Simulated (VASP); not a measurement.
# Zr (P6/mmm) in VASP: notebook, part 3 of 3

VASP 6.6.1. The steps go on from the part before.

## Step 4: Relaxation of shape and atoms at fixed volume, LDA (a relaxed cell with its volume scaled by 1.02)

INCAR

```
PREC = Accurate
ENCUT = 600
EDIFF = 1E-7
ISMEAR = 1
SIGMA = 0.1
LREAL = False
LASPH = True
NELM = 80
ALGO = Fast
ISIF = 4
LWAVE = False
LCHARG = False
IBRION = 2
NSW = 40
EDIFFG = -0.01
```

KPOINTS

```
regular mesh
0
Gamma
  9 9 12
```

POSCAR

```
Zr                                      
1.0
    4.9525631208      0.0000000000     -0.0000000000
   -2.4762815604      4.2890454744      0.0000000000
    0.0000000000      0.0000000000      3.1090868235
  Zr            
     3
Direct
     0.6666666699999979    0.3333333300000021    0.5000000000000000
     0.3333333300000021    0.6666666699999979    0.5000000000000000
     0.0000000000000000    0.0000000000000000    1.0000000000000000
```

Potentials or basis: VASP PAW LDA potentials, release 64 (Zr_sv).

Started as:

```
$ cat potpaw_LDA.64/Zr_sv/POTCAR > POTCAR
$ mpirun -np 1 vasp_std > vasp.out
```

OUTCAR:

```text
PREC = Accurate
   ENCUT = 600
   EDIFF = 1E-7
   ISMEAR = 1
   LREAL = False
   LASPH = True
   NELM = 80
   ISIF = 4
   IBRION = 2
   NSW = 40
   EDIFFG = -0.01

 ion  position               nearest neighbor table
   1  0.667  0.333  0.500-   2 2.86   2 2.86   2 2.86   3 3.25   3 3.25   3 3.25   3 3.25   3 3.25
                             3 3.25
   2  0.333  0.667  0.500-   1 2.86   1 2.86   1 2.86   3 3.25   3 3.25   3 3.25   3 3.25   3 3.25
                             3 3.25
   3  0.000  0.000  0.000-   1 3.25   2 3.25   1 3.25   2 3.25   2 3.25   2 3.25   1 3.25   1 3.25
                             1 3.25   1 3.25   2 3.25   2 3.25

  LATTYP: Found a hexagonal cell.
 ALAT       =     4.9525631208
 C/A-ratio  =     0.6277732858

  Lattice vectors:

 A1 = (   4.9525631208,   0.0000000000,   0.0000000000)
 A2 = (  -2.4762815604,   4.2890454744,   0.0000000000)
 A3 = (   0.0000000000,   0.0000000000,   3.1090868235)

Analysis of symmetry for initial positions (statically):
=====================================================================
 Subroutine PRICEL returns:
 Original cell was already a primitive cell.

 Routine SETGRP: Setting up the symmetry group for a
 hexagonal supercell.

 Subroutine GETGRP returns: Found 24 space group operations
 (whereof 24 operations were pure point group operations)
 out of a pool of 24 trial point group operations.

The static configuration has the point symmetry D_6h.

Analysis of symmetry for dynamics (positions and initial velocities):
=====================================================================
 Subroutine PRICEL returns:
 Original cell was already a primitive cell.

 Routine SETGRP: Setting up the symmetry group for a
 hexagonal supercell.

 Subroutine GETGRP returns: Found 24 space group operations
 (whereof 24 operations were pure point group operations)
 out of a pool of 24 trial point group operations.

The dynamic configuration has the point symmetry D_6h.

 Subroutine INISYM returns: Found 24 space group operations
 (whereof 24 operations are pure point group operations),
 and found     1 'primitive' translations

----------------------------------------------------------------------------------------

                                     Primitive cell

  volume of cell :      66.0425

  direct lattice vectors                    reciprocal lattice vectors
     4.952563121  0.000000000  0.000000000     0.201915650  0.116576055  0.000000000
    -2.476281560  4.289045474  0.000000000     0.000000000  0.233152109  0.000000000
     0.000000000  0.000000000  3.109086824     0.000000000  0.000000000  0.321637850

  length of vectors
     4.952563121  4.952563119  3.109086824     0.233152109  0.233152109  0.321637850

  position of ions in fractional coordinates (direct lattice)
     0.666666670  0.333333330  0.500000000
     0.333333330  0.666666670  0.500000000
     0.000000000  0.000000000  0.000000000

  ion indices of the primitive-cell ions
   primitive index   ion index
                 1           1
                 2           2
                 3           3

----------------------------------------------------------------------------------------

 KPOINTS: regular mesh

Automatic generation of k-mesh.
 Grid dimensions read from file:
 generate k-points for:    9    9   12

 Generating k-lattice:

  Cartesian coordinates                     Fractional coordinates (reciprocal lattice)
     0.022435072  0.012952895  0.000000000     0.111111111 -0.000000000  0.000000000
     0.000000000  0.025905790  0.000000000     0.000000000  0.111111111  0.000000000
     0.000000000  0.000000000  0.026803154     0.000000000  0.000000000  0.083333333

  Length of vectors
     0.025905790  0.025905790  0.026803154

  Shift w.r.t. Gamma in fractional coordinates (k-lattice)
     0.000000000  0.000000000  0.000000000

 Subroutine IBZKPT returns following result:
 ===========================================

 Found     84 irreducible k-points:

 Following reciprocal coordinates:
            Coordinates               Weight
  0.000000  0.000000  0.000000      1.000000
  0.111111  0.000000  0.000000      6.000000
  0.222222  0.000000  0.000000      6.000000
  0.333333  0.000000  0.000000      6.000000
  0.444444  0.000000  0.000000      6.000000
  0.111111  0.111111  0.000000      6.000000
[... 16 lines left out ...]
  0.333333  0.222222  0.083333     24.000000
  0.333333  0.333333  0.083333      4.000000
 [... further k-points ...]
   k-points           NKPTS =     84   k-points in BZ     NKDIM =     84   number of bands    NBANDS=     22
   number of dos      NEDOS =    301   number of ions     NIONS =      3
   total plane-waves  NPLWV =  44800
   dimension x,y,z NGX =    40 NGY =   40 NGZ =   28
   dimension x,y,z NGXF=    80 NGYF=   80 NGZF=   56
   ions per type =               3
   NGX,Y,Z   is equivalent  to a cutoff of  13.43, 13.43, 14.97 a.u.
   NGXF,Y,Z  is equivalent  to a cutoff of  26.85, 26.85, 29.94 a.u.
 SYSTEM =  unknown system
   PREC   = accura    normal or accurate (medium, high low for compatibility)
   ISTART =      0    job   : 0-new  1-cont  2-samecut
   ICHARG =      2    charge: 1-file 2-atom 10-const
   ISPIN  =      1    spin polarized calculation?
   LNONCOLLINEAR =      F non collinear calculations
   LSORBIT =      F    spin-orbit coupling
   LASPH  =      T    aspherical Exc in radial PAW
   ENCUT  =  600.0 eV  44.10 Ry    6.64 a.u.   9.89  9.89  6.21*2*pi/ulx,y,z
   NELM   =     80;   NELMIN=  2; NELMDL= -5     # of ELM steps
   EDIFF  = 0.1E-06   stopping-criterion for ELM
   LREAL  =      F    real-space projection
   EDIFFG = -.1E-01   stopping-criterion for IOM
   NSW    =     40    number of steps for IOM
   IBRION =      2    ionic relax: 0-MD 1-quasi-New 2-CG
   NFREE  =      1    steps in history (QN), initial steepest desc. (CG)
   ISIF   =      4    stress and relaxation
   ISYM   =      2    0-nonsym 1-usesym 2-fastsym
   POTIM  = 0.5000    time-step for ionic-motion
   TEBEG  =    0.0;   TEEND  =   0.0 temperature during run
   PSTRESS=    0.0 pullay stress
   NELECT =      36.0000    total number of electrons
   NUPDOWN=      -1.0000    fix difference up-down
   EMIN   =  10.00;   EMAX   =-10.00  energy-range for DOS
   EFERMI =   0.00;   METHOD = LEGACY
   ISMEAR =     1;   SIGMA  =   0.10  broadening in eV -4-tet -1-fermi 0-gaus
   EFERMI_NEDOS =   21; number of points for ismear=-14 and -15
   IALGO  =     68    algorithm
   IMIX   =      4    mixing-type and parameters
     AMIX     =   0.40;   BMIX     =  1.00
     AMIX_MAG =   1.60;   BMIX_MAG =  1.00
  volume/ion in A,a.u.               =      22.01       148.56
  Fermi-wavevector in a.u.,A,eV,Ry     =   1.337317  2.527163 24.332901  1.788418
  Thomas-Fermi vector in A             =   2.465875
   LORBIT       =      0    0 simple, 1 ext, 2 COOP (PROOUT), +10 PAW based schemes
   GGA     = CA    functional components
   LHFCALC =     F    Hartree Fock is set to
   AEXX    =    0.0000 exact exchange contribution
   IVDW    =     0    specifies the selected vdW correction
   LEPSILON=     F    determine dielectric tensor
   LRPA    =     F    only Hartree local field effects (RPA)
 conjugate gradient relaxation of ions
 non-spin polarized calculation
 RMM-DIIS sequential band-by-band and
 Methfessel and Paxton  Order N= 1 SIGMA  =   0.10
  energy-cutoff  :      600.00
  volume of cell :       66.04
 maximum number of plane-waves:      2222
 NGX is ok and might be reduce to    40
   NGX = 19   NGY = 19   NGZ = 13

 number of electron      36.0000000 magnetization

 Free energy of the ion-electron system (eV)
  ---------------------------------------------------
  ext. energy  EPLUGINS =         0.00000000
  ---------------------------------------------------
  free energy    TOTEN  =       -27.91367381 eV

  energy without entropy =      -27.91576766  energy(sigma->0) =      -27.91437176

 E-fermi :   9.3010     XC(G=0): -11.5491

 val. band max:        9.2875509306   @ k =   0.3333   0.1111   0.0000
 cond. band min:       9.3125029474   @ k =   0.1111   0.1111   0.0000
 fundamental gap:      0.0249520168
 Fermi energy:         9.3010246159

 k-point     1 :       0.0000    0.0000    0.0000
  band No.  band energies     occupation
      1     -39.2043      2.00000
      2     -38.9233      2.00000
      3     -38.6900      2.00000
      4     -17.5500      2.00000
      5     -17.5500      2.00000
      6     -17.5233      2.00000
[... 574 lines left out ...]
      6     -17.5766      2.00000
[... 14 lines left out ...]
     21       9.8956     -0.00000
     22      10.9114     -0.00000

 [... further k-points ...]
[... 5 lines left out ...]
  --------------------------------------------------------------------------------------
  -------------------------------------------------------------------------------------
  Total       -0.8517365     -0.8517365     -0.8492363      0.0000000     -0.0000000      0.0000000
  in kB      -20.6629492    -20.6629492    -20.6022954      0.0000000     -0.0000000      0.0000000
  external PRESSURE =     -20.6427313 kB  Pullay stress =       0.0000000 kB

 VOLUME and BASIS-vectors are now :
 -----------------------------------------------------------------------------
  energy-cutoff  :      600.00
  volume of cell :       66.04
      direct lattice vectors                 reciprocal lattice vectors
     4.952563121  0.000000000  0.000000000     0.201915650  0.116576055  0.000000000
    -2.476281560  4.289045474  0.000000000     0.000000000  0.233152109  0.000000000
     0.000000000  0.000000000  3.109086824     0.000000000  0.000000000  0.321637850

 POSITION                                       TOTAL-FORCE (eV/Angst)
 -----------------------------------------------------------------------------------
      2.47628      1.42968      1.55454        -0.000000     -0.000000      0.000000
     -0.00000      2.85936      1.55454        -0.000000      0.000000      0.000000
      0.00000      0.00000      0.00000         0.000000     -0.000000      0.000000
 -----------------------------------------------------------------------------------
    total drift:                                0.000000     -0.000000      0.000000

  FREE ENERGIE OF THE ION-ELECTRON SYSTEM (eV)
  ---------------------------------------------------
  free  energy   TOTEN  =       -27.9136738055 eV

  energy  without entropy=      -27.9157676621  energy(sigma->0) =      -27.91437176

 reached required accuracy - stopping structural energy minimisation
```

It took 2.6 min on 1 thread of AMD EPYC 9R45 (Zen 5), shared host; peak memory 0.22 GiB.

What came out:

- Free energy: -27.9137 eV
- Pressure after relaxing: -2.1 GPa
- Band gap on the k mesh: none (metal or under the smearing width)

Final structure:
```xyz
3
Lattice="4.9526 0.0000 0.0000 -2.4763 4.2890 0.0000 0.0000 0.0000 3.1091" Properties=species:S:1:pos:R:3 pbc="T T T"
Zr    2.4763    1.4297    1.5545
Zr    0.0000    2.8594    1.5545
Zr    0.0000    0.0000    0.0000
```

Caveat: the relaxation stopped at its first step, so nothing moved.

## Step 5: Summary

```tsv
cell	gap on the mesh (eV)	pressure (GPa)
atoms relaxed at fixed volume from: a relaxed cell with its volume scaled by 0.98	none	2.3
atoms relaxed at fixed volume	none	0.0
atoms relaxed at fixed volume from: a relaxed cell with its volume scaled by 1.02	none	-2.1
```

Alike in all rows: task relaxation of shape and atoms at fixed volume; level LDA; potentials or basis VASP PAW LDA potentials, release 64 (Zr_sv); no spin polarisation; k mesh 9 × 9 × 12; cutoff (eV) 600; smearing methfessel-paxton 0.1 eV.

Caveats: the relaxation stopped at its first step, so nothing moved.

Absolute energies hang on the potentials; compare differences alone.
